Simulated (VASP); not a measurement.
# Al2O3 (Corundum) (R-3c) in VASP: a series of runs

Aim: see how the results for Al2O3 (Corundum) move with the level of theory and the settings. Levels: optPBE-vdW, rev-vdW-DF2, vdW-DF, vdW-DF2. Tasks: relaxation of cell and atoms.

All numbers are computed with VASP 6.6.1; they aren't measurements. Logs are shortened: lines on timing, memory, paths and dates and some standing lists are left out, and cuts for length are marked.

## 1. The crystal as given

The structure is trigonal, space group R-3c (No. 167). The conventional cell has a = 4.760 Å, b = 4.760 Å, c = 12.996 Å, α = 90.00°, β = 90.00°, γ = 120.00°. Al (site symmetry 3) is surrounded by 6 O at 1.85 to 1.97 Å. O (site symmetry 2) is surrounded by 4 Al at 1.85 to 1.97 Å.

## 2. Relaxation of cell and atoms, optPBE-vdW

The input, INCAR:

```
PREC = Accurate ; ENCUT = 600
EDIFF = 1E-6 ; ISMEAR = -1
SIGMA = 0.05 ; LREAL = F
LASPH = T ; NELM = 80
ALGO = Normal ; ISIF = 3
LWAVE = F ; LCHARG = F
GGA = OR ; LUSE_VDW = T
AGGAC = 0.0 ; IBRION = 2
NSW = 60 ; EDIFFG = -0.02
```

The input, KPOINTS:

```
regular mesh
0
Gamma
  7 7 7
```

The input, POSCAR:

```
Al2O3
1.0
    2.3802500000      1.3742379782      4.3318666667
   -2.3802500000      1.3742379782      4.3318666667
    0.0000000000     -2.7484759565      4.3318666667
Al O
4 6
Direct
    0.8521600000      0.8521600000      0.8521600000
    0.6478400000      0.6478400000      0.6478400000
    0.1478400000      0.1478400000      0.1478400000
    0.3521600000      0.3521600000      0.3521600000
    0.0566800000      0.7500000000      0.4433200000
    0.7500000000      0.4433200000      0.0566800000
    0.4433200000      0.0566800000      0.7500000000
    0.9433200000      0.2500000000      0.5566800000
    0.2500000000      0.5566800000      0.9433200000
    0.5566800000      0.9433200000      0.2500000000
```

Potentials or basis: VASP PAW PBE potentials, release 64 (Al, O).

Launch:

```console
cat potpaw_PBE.64/Al/POTCAR potpaw_PBE.64/O/POTCAR > POTCAR
mpirun -np 1 vasp_std > vasp.out
```

OUTCAR:

```text
PREC = Accurate
   ENCUT = 600
   EDIFF = 1E-6
   ISMEAR = -1
   LREAL = F
   LASPH = T
   NELM = 80
   ISIF = 3
   GGA = OR
   IBRION = 2
   NSW = 60
   EDIFFG = -0.02

 ion  position               nearest neighbor table
   1  0.852  0.852  0.852-   8 1.85   9 1.85  10 1.85   6 1.97   7 1.97   5 1.97   2 2.66   3 2.79
                             3 2.79   3 2.79   2 3.22   2 3.22   2 3.22
   2  0.648  0.648  0.648-   9 1.85   8 1.85  10 1.85   5 1.97   7 1.97   6 1.97   1 2.66   4 2.79
                             4 2.79   4 2.79   1 3.22   1 3.22   1 3.22
   3  0.148  0.148  0.148-   5 1.85   6 1.85   7 1.85   9 1.97  10 1.97   8 1.97   4 2.66   1 2.79
                             1 2.79   1 2.79   4 3.22   4 3.22   4 3.22
   4  0.352  0.352  0.352-   6 1.85   5 1.85   7 1.85   8 1.97  10 1.97   9 1.97   3 2.66   2 2.79
                             2 2.79   2 2.79   3 3.22   3 3.22   3 3.22
   5  0.057  0.750  0.443-   3 1.85   4 1.85   2 1.97   1 1.97
   6  0.750  0.443  0.057-   4 1.85   3 1.85   1 1.97   2 1.97
   7  0.443  0.057  0.750-   3 1.85   4 1.85   1 1.97   2 1.97
   8  0.943  0.250  0.557-   1 1.85   2 1.85   4 1.97   3 1.97
   9  0.250  0.557  0.943-   2 1.85   1 1.85   3 1.97   4 1.97
  10  0.557  0.943  0.250-   1 1.85   2 1.85   3 1.97   4 1.97

  LATTYP: Found a trigonal (rhomboedric) cell.
 ALAT       =     5.1302230849
 COS(alpha) =     0.5694707703

  Lattice vectors:

 A1 = (   2.3802500000,   1.3742379782,   4.3318666667)
 A2 = (  -2.3802500000,   1.3742379782,   4.3318666667)
 A3 = (   0.0000000000,  -2.7484759565,   4.3318666667)

Analysis of symmetry for initial positions (statically):
=====================================================================
 Subroutine PRICEL returns:
 Original cell was already a primitive cell.

 Routine SETGRP: Setting up the symmetry group for a
 trigonal (rhombohedral) supercell.

 Subroutine GETGRP returns: Found 12 space group operations
 (whereof  6 operations were pure point group operations)
 out of a pool of 12 trial point group operations.

The static configuration has the point symmetry S_6 .
 The point group associated with its full space group is D_3d.

Analysis of symmetry for dynamics (positions and initial velocities):
=====================================================================
 Subroutine PRICEL returns:
 Original cell was already a primitive cell.

 Routine SETGRP: Setting up the symmetry group for a
 trigonal (rhombohedral) supercell.

[... 123 lines left out ...]
   EDIFFG = -.2E-01   stopping-criterion for IOM
   NSW    =     60    number of steps for IOM
   IBRION =      2    ionic relax: 0-MD 1-quasi-New 2-CG
   NFREE  =      1    steps in history (QN), initial steepest desc. (CG)
   ISIF   =      3    stress and relaxation
   ISYM   =      2    0-nonsym 1-usesym 2-fastsym
   POTIM  = 0.5000    time-step for ionic-motion
   TEBEG  =    0.0;   TEEND  =   0.0 temperature during run
   PSTRESS=    0.0 pullay stress
   NELECT =      48.0000    total number of electrons
   NUPDOWN=      -1.0000    fix difference up-down
   EMIN   =  10.00;   EMAX   =-10.00  energy-range for DOS
   EFERMI =   0.00;   METHOD = LEGACY
   ISMEAR =    -1;   SIGMA  =   0.05  broadening in eV -4-tet -1-fermi 0-gaus
   EFERMI_NEDOS =   21; number of points for ismear=-14 and -15
   IALGO  =     38    algorithm
   IMIX   =      4    mixing-type and parameters
     AMIX     =   0.40;   BMIX     =  1.00
     AMIX_MAG =   1.60;   BMIX_MAG =  1.00
  volume/ion in A,a.u.               =       8.50        57.37
  Fermi-wavevector in a.u.,A,eV,Ry     =   1.353064  2.556920 24.909299  1.830782
  Thomas-Fermi vector in A             =   2.480350
   LORBIT       =      0    0 simple, 1 ext, 2 COOP (PROOUT), +10 PAW based schemes
   GGA     = OR    functional components
   LHFCALC =     F    Hartree Fock is set to
   AEXX    =    0.0000 exact exchange contribution
   IVDW_NL    =     1    kernel type
   BPARAM     = 6.3000
   IVDW    =     0    specifies the selected vdW correction
   LEPSILON=     F    determine dielectric tensor
   LRPA    =     F    only Hartree local field effects (RPA)
 conjugate gradient relaxation of ions
 non-spin polarized calculation
  energy-cutoff  :      600.00
  volume of cell :       85.02
 maximum number of plane-waves:      2867
 NGX is ok and might be reduce to    42
   NGX = 21   NGY = 21   NGZ = 21

--------------------------------------- Ionic step        1  -------------------------------------------

 number of electron      48.0000003 magnetization

 Free energy of the ion-electron system (eV)
  ---------------------------------------------------
  ext. energy  EPLUGINS =         0.00000000
  ---------------------------------------------------
  free energy    TOTEN  =       -59.67397467 eV

  energy without entropy =      -59.67397467  energy(sigma->0) =      -59.67397467

------------------------ aborting loop because EDIFF is reached ----------------------------------------

  FORCE on cell =-STRESS in cart. coord.  units (eV):
  Direction    XX          YY          ZZ          XY          YZ          ZX
  --------------------------------------------------------------------------------------
  -------------------------------------------------------------------------------------
  Total        4.1457847      4.1457847      3.7543114      0.0000000     -0.0000000      0.0000000
  in kB       78.1279579     78.1279579     70.7505836      0.0000000     -0.0000000      0.0000000
  external PRESSURE =      75.6688331 kB  Pullay stress =       0.0000000 kB
[... 171 lines left out ...]
--------------------------------------- Ionic step        5  -------------------------------------------

 number of electron      48.0000000 magnetization

 Free energy of the ion-electron system (eV)
  ---------------------------------------------------
  ext. energy  EPLUGINS =         0.00000000
  ---------------------------------------------------
  free energy    TOTEN  =       -59.73503942 eV

  energy without entropy =      -59.73503942  energy(sigma->0) =      -59.73503942

 E-fermi :   6.8436     XC(G=0): -11.4662

 val. band max:        5.7326583922   @ k =   0.0000   0.0000   0.0000
 cond. band min:      11.7784834967   @ k =   0.0000   0.0000   0.0000
 fundamental gap:      6.0458251045
 Fermi energy:         6.8436470986

 k-point     1 :       0.0000    0.0000    0.0000
  band No.  band energies     occupation
      1     -13.2146      2.00000
      2     -11.0137      2.00000
      3     -10.7555      2.00000
      4     -10.7555      2.00000
      5     -10.4554      2.00000
      6     -10.4554      2.00000
[... 781 lines left out ...]
     29      16.8948      0.00000
     30      17.0619      0.00000

 [... further k-points ...]
[... 5 lines left out ...]
  --------------------------------------------------------------------------------------
  -------------------------------------------------------------------------------------
  Total        0.0860231      0.0860231      0.0125528      0.0000000     -0.0000000      0.0000000
  in kB        1.5728887      1.5728887      0.2295209      0.0000000     -0.0000000      0.0000000
  external PRESSURE =       1.1250994 kB  Pullay stress =       0.0000000 kB
[... 29 lines left out ...]
  energy  without entropy=      -59.7350394235  energy(sigma->0) =      -59.73503942

Total vdW correction in eV:      9.2880339

 reached required accuracy - stopping structural energy minimisation
```

CONTCAR:

```text
Al2O3
   1.00000000000000
     2.4046965804605875    1.3883522180088539    4.3743801750661930
    -2.4046965804605875    1.3883522180088539    4.3743801750661930
    -0.0000000000000000   -2.7767044361197168    4.3743801750665048
  Al              O
     4     6
Direct
     0.8522642889879425    0.8522642889879425    0.8522642889879425
     0.6477357110120575    0.6477357110120575    0.6477357110120575
     0.1477357110120575    0.1477357110120575    0.1477357110120575
     0.3522642889879425    0.3522642889879425    0.3522642889879425
     0.0563750251673830    0.7500000000000000    0.4436249748326170
     0.7500000000000000    0.4436249748326170    0.0563750251673830
     0.4436249748326170    0.0563750251673830    0.7500000000000000
     0.9436249748326170    0.2500000000000000    0.5563750251673830
     0.2500000000000000    0.5563750251673830    0.9436249748326170
     0.5563750251673830    0.9436249748326170    0.2500000000000000

  0.00000000E+00  0.00000000E+00  0.00000000E+00
  0.00000000E+00  0.00000000E+00  0.00000000E+00
  0.00000000E+00  0.00000000E+00  0.00000000E+00
  0.00000000E+00  0.00000000E+00  0.00000000E+00
  0.00000000E+00  0.00000000E+00  0.00000000E+00
  0.00000000E+00  0.00000000E+00  0.00000000E+00
  0.00000000E+00  0.00000000E+00  0.00000000E+00
  0.00000000E+00  0.00000000E+00  0.00000000E+00
  0.00000000E+00  0.00000000E+00  0.00000000E+00
  0.00000000E+00  0.00000000E+00  0.00000000E+00
```

Run time: 10 min. Hardware: 1 thread of Intel Xeon 6975P-C (Granite Rapids), shared host; peak memory 0.7 GiB.

What came out:

```
Free energy                            : -59.7350 eV
Relaxed volume                         : 8.76 Å³/atom
Relaxed cell                           : a = 5.181 Å, b = 5.181 Å, c = 5.181 Å, α = 55.31°, β = 55.31°, γ = 55.31°
Space group after relaxing (to 0.05 Å) : R-3c (No. 167)
Energy gained by relaxing              : 6.1 meV/atom
Ionic steps                            : 5
Pressure after relaxing                : 0.1 GPa
Largest force after relaxing           : 0.009 eV/Å
Band gap on the k mesh                 : 6.05 eV, direct
```

Forces on the atoms (eV/Å):
```
Al   0.000  0.000  0.009
Al   0.000  0.000 -0.009
Al   0.000  0.000 -0.009
Al   0.000  0.000  0.009
O   -0.001 -0.002  0.000
O   -0.001  0.002  0.000
O    0.002  0.000  0.000
O    0.001  0.002  0.000
O    0.001 -0.002  0.000
O   -0.002  0.000  0.000
```

The path:
| step | energy change (eV) | largest force (eV/Å) | pressure (GPa) | volume (Å³) |
| --- | --- | --- | --- | --- |
| 1 | 0.0000 | 0.0031 | 7.57 | 85.02 |
| 2 | -0.0152 | 0.0573 | -5.93 | 90.05 |
| 3 | -0.0608 | 0.0326 | -0.02 | 87.67 |
| 4 | -0.0608 | 0.0320 | 0.12 | 87.61 |
| 5 | -0.0611 | 0.0093 | 0.11 | 87.62 |

Final structure:
```
Al O
1.0
     2.40470    1.38835    4.37438
    -2.40470    1.38835    4.37438
     0.00000   -2.77670    4.37438
Al O
4 6
Direct
  0.85226 0.85226 0.85226
  0.64774 0.64774 0.64774
  0.14774 0.14774 0.14774
  0.35226 0.35226 0.35226
  0.05637 0.75000 0.44362
  0.75000 0.44362 0.05638
  0.44363 0.05638 0.75000
  0.94363 0.25000 0.55637
  0.25000 0.55637 0.94362
  0.55637 0.94363 0.25000
```

Levels at points of the mesh, in eV from the valence-band top:
```csv
k point,band 22,band 23,band 24,band 25,band 26,band 27
"(0.00, 0.00, 0.00)",-0.04,-0.04,0.00,6.05,9.11,10.49
```

Caveat: the PAW data sets were made with another functional, which shifts forces and pressure a little; an odd mesh through Γ misses points on the zone boundary, where band edges often lie. Zero-point motion and thermal expansion aren't in these numbers.

(Continued in part 2 of 2.)
